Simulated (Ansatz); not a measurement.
Relaxing an invented InGa2As3 structure

All numbers below come from Ansatz 0.2.0, DFT PBE, scalar-relativistic, plane waves, PAW. Cutoff 420 eV, Gaussian smearing, Γ-centred meshes. Cell and atoms relax first on a coarse mesh, the cell is then made exact in the group found at 0.06 to 0.08 Å, and last on a converged mesh; the steps can't lower the symmetry of their start. No spin polarisation.

This trial cell of InGa2As3 was written down by chemical analogy (Cmc2_1, No. 36). Its size is a guess.

```cif
data_structure
_symmetry_space_group_name_H-M 'P 1'
_symmetry_Int_Tables_number 1
_cell_length_a 7.0899
_cell_length_b 7.0899
_cell_length_c 6.6900
_cell_angle_alpha 90.000
_cell_angle_beta 90.000
_cell_angle_gamma 60.001
_cell_volume 291.23
loop_
_atom_site_label
_atom_site_type_symbol
_atom_site_fract_x
_atom_site_fract_y
_atom_site_fract_z
_atom_site_occupancy
In1 In 0.16667 0.83333 0.50000 1
In2 In 0.83333 0.16667 0.00000 1
Ga1 Ga 0.50000 0.16666 0.50000 1
Ga2 Ga 0.83334 0.50000 0.50000 1
Ga3 Ga 0.50000 0.83334 0.00000 1
Ga4 Ga 0.16666 0.50000 0.00000 1
As1 As 0.50000 0.83334 0.37500 1
As2 As 0.83333 0.16667 0.37500 1
As3 As 0.16666 0.50000 0.37500 1
As4 As 0.50000 0.16666 0.87500 1
As5 As 0.83334 0.50000 0.87500 1
As6 As 0.16667 0.83333 0.87500 1
```

The zero of energy is the elements' standard structures at the same level; no fitted shifts are applied.

Question: Describe the relaxed structure.

Answer: The symmetry stays Cmc2_1 (No. 36). The volume per atom grows by 5.1 %, from 24.3 to 25.5 Å³. The shortest distance goes from 2.51 Å (Ga–As and In–As) to 2.49 Å (Ga–As). Conventional cell: a = 12.458 Å, b = 7.196 Å, c = 6.831 Å. Around In lie 4 As at 2.67 Å; Ga has 4 As at 2.49–2.51 Å; As on a site of symmetry 1 has 3 Ga at 2.49–2.51 Å and 1 In at 2.67 Å; As on a site of symmetry m has 2 Ga at 2.49 Å and 2 In at 2.67 Å.

```cif
data_structure
_symmetry_space_group_name_H-M 'Cmc2_1'
_symmetry_Int_Tables_number 36
_cell_length_a 12.4581
_cell_length_b 7.1964
_cell_length_c 6.8305
_cell_angle_alpha 90.000
_cell_angle_beta 90.000
_cell_angle_gamma 90.000
_cell_volume 612.38
loop_
_atom_site_label
_atom_site_type_symbol
_atom_site_symmetry_multiplicity
_atom_site_Wyckoff_symbol
_atom_site_fract_x
_atom_site_fract_y
_atom_site_fract_z
_atom_site_occupancy
In1 In 4 a 0.50000 0.67145 0.49942 1
Ga1 Ga 8 b 0.33072 0.16367 0.50009 1
As1 As 8 b 0.67575 0.84181 0.63331 1
As2 As 4 a 0.50000 0.31511 0.60878 1
```

Question: Give its energy and gap.

Answer:

- Formation energy: −0.30 eV/atom
- Gap on the 6×6×6 mesh of the 12-atom cell: 0 eV (the bands meet within 0.015 eV)

Whether it is stable depends on the other phases of the system, which aren't compared here.

The last run used Gaussian smearing of 0.10 eV. The zero gap may come from the functional, which often closes small gaps. The reference form of As is held partly by dispersion forces, which this level lacks. Symmetry constrained the relaxation, so the result can be a saddle point.
